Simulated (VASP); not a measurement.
Here is a VASP 6.6.1 calculation.

INCAR

```
ALGO     = Normal         # electronic algorithm
EDIFF    = 1E-6           # SCF threshold, eV
ENCUT    = 520            # plane-wave cutoff, eV
GGA      = RP             # functional
ISIF     = 2              # what is computed and relaxed
ISMEAR   = -1             # smearing method
LASPH    = True           # aspherical terms in the spheres
LCHARG   = True           # write CHGCAR
LELF     = True           # ELF
LREAL    = False          # projectors in reciprocal space
LVHAR    = True         
LWAVE    = False          # write WAVECAR
NBANDS   = 12             # bands
NELM     = 80             # most SCF steps
PREC     = Accurate       # precision mode
SIGMA    = 0.1            # smearing width, eV
```

Contents of KPOINTS:

```
k-points
0
Gamma
  11 11 11
```

The input POSCAR:

```
In
1.0
    3.2634265940      0.0000000000      0.0000000000
    0.0000000000      3.2634265940      0.0000000000
    0.0000000000      0.0000000000      3.2634265940
In
1
Direct
    0.0000000000      0.0000000000      0.0000000000
```

Potentials or basis: VASP PAW PBE potentials, release 64 (In_d).

Launch:

```console
$ cat potpaw_PBE.64/In_d/POTCAR > POTCAR
$ mpirun -np 1 vasp_std > vasp.out
```

(1) Estimate the band gap on the k mesh.

(2) What does it give for the pressure?

Answers

(1) none (metal or under the smearing width).

(2) -2.1 GPa.

Caveat: the PAW data sets were made with another functional, which shifts forces and pressure a little.
